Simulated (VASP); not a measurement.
**Results of a VASP single-point calculation on Ge (diamond)**

POSCAR

```
Ge
 1.0000000000000000
    -0.0000000000000000    2.8368735118671840    2.8368735118671840
     2.8368735118671840    0.0000000000000000    2.8368735118671840
     2.8368735118671840    2.8368735118671840    0.0000000000000000
 Ge
   2
Cartesian
  0.0000000000000000 -0.0000000000000000 -0.0000000000000000
  1.4184367559335920  1.4184367559335920  1.4184367559335920
```

```yaml
gap_between_bands_v_and_c: 0.00 eV
least_direct_gap: 0.00 eV
```

Band v is the last that the valence electrons fill when counted band by band, and c is the next. Levels in eV from the top of v:

```csv
point,v−1,v,c,c+1
Γ,0.00,0.00,0.00,2.52
X,-3.05,-3.05,0.67,0.67
W,-3.88,-3.88,4.21,4.21
K,-4.31,-2.61,1.08,4.00
L,-1.39,-1.39,0.04,3.71
```

Which of these levels of theory gave these results?
A. PBE with spin–orbit coupling
B. PBE
C. HSE06
D. PBE0
E. PBEsol
F. r²SCAN
G. LDA

G.

The INCAR was:

```
LWAVE = .FALSE.
IBRION = -1
SIGMA = 0.02
ISMEAR = -1
PREC = Accurate
EDIFF = 1E-7
NELM = 120
ISIF = 2
LREAL = .FALSE.
GGA = CA
LCHARG = .FALSE.
LASPH = .TRUE.
NSW = 0
NBANDS = 21
ENCUT = 520
```
